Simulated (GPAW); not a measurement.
# Ge: relaxation of cell and atoms with PBEsol

Crystal: Ge.

```xyz
2
Lattice="0.0000 2.8289 2.8289 2.8289 0.0000 2.8289 2.8289 2.8289 0.0000" Properties=species:S:1:pos:R:3 pbc="T T T"
Ge    4.2434    4.2434    4.2434
Ge    2.8289    2.8289    2.8289
```

```
Program             : GPAW 26.7.0
Task                : relaxation of cell and atoms
Functional          : PBEsol
Potentials or basis : PAW data sets generated in the run's folder for this functional
Cutoff              : 600 eV
Basis               : pw
k mesh              : 8 × 8 × 8
Occupations         : fermi-dirac, width 0.05 eV
Spin                : no spin polarisation
Target pressure     : 5 GPa
Maxiter             : 150
Optimizer           : BFGS
Fmax                : 0.02 eV/Å
Max steps           : 60
Target pressure     : 5 GPa
Convergence         : density=1e-05 forces=0.0001
```

```
Relaxed volume                                         : 21.55 Å³/atom
Relaxed cell                                           : a = 3.935 Å, b = 3.935 Å, c = 3.935 Å, α = 60.00°, β = 60.00°, γ = 60.00°
Space group after relaxing (to 0.05 Å)                 : Fd-3m (No. 227)
Energy change on relaxing (the enthalpy is what falls) : +19.5 meV/atom
Ionic steps                                            : 4
Pressure after relaxing                                : 5.0 GPa
Band gap on the k mesh                                 : 0.30 eV, indirect (least direct gap 0.51 eV)
```

The path:
| step | energy change (eV) | largest force (eV/Å) | pressure (GPa) | volume (Å³) |
| --- | --- | --- | --- | --- |
| 1 | 0.0000 | 0.0000 | 0.95 | 45.28 |
| 2 | 0.0048 | 0.0000 | 1.84 | 44.73 |
| 3 | 0.0445 | 0.0000 | 5.35 | 42.92 |
| 4 | 0.0390 | 0.0000 | 4.98 | 43.10 |

Final structure:
```
Ge
1.0
     0.00000    2.78270    2.78270
     2.78270    0.00000    2.78270
     2.78270    2.78270    0.00000
Ge
2
Cartesian
  4.1741 4.1741 4.1741
  2.7827 2.7827 2.7827
```

Levels at points of the mesh, in eV from the valence-band top:
```csv
k point,band 2,band 3,band 4,band 5,band 6,band 7
"(0.00, 0.00, 0.00)",0.00,0.00,0.00,0.51,2.56,2.56
"(0.50, 0.50, 0.00)",-9.10,-3.27,-3.27,0.58,0.58,9.92
"(0.50, 0.50, 0.50)",-7.86,-1.49,-1.49,0.30,3.73,3.73
```

It took 31 s on 1 thread of Arm Neoverse V2, with other jobs on the host, peak memory 0.18 GiB.

Caveat: later steps reuse the first step's grids. A k mesh can miss the band edges.
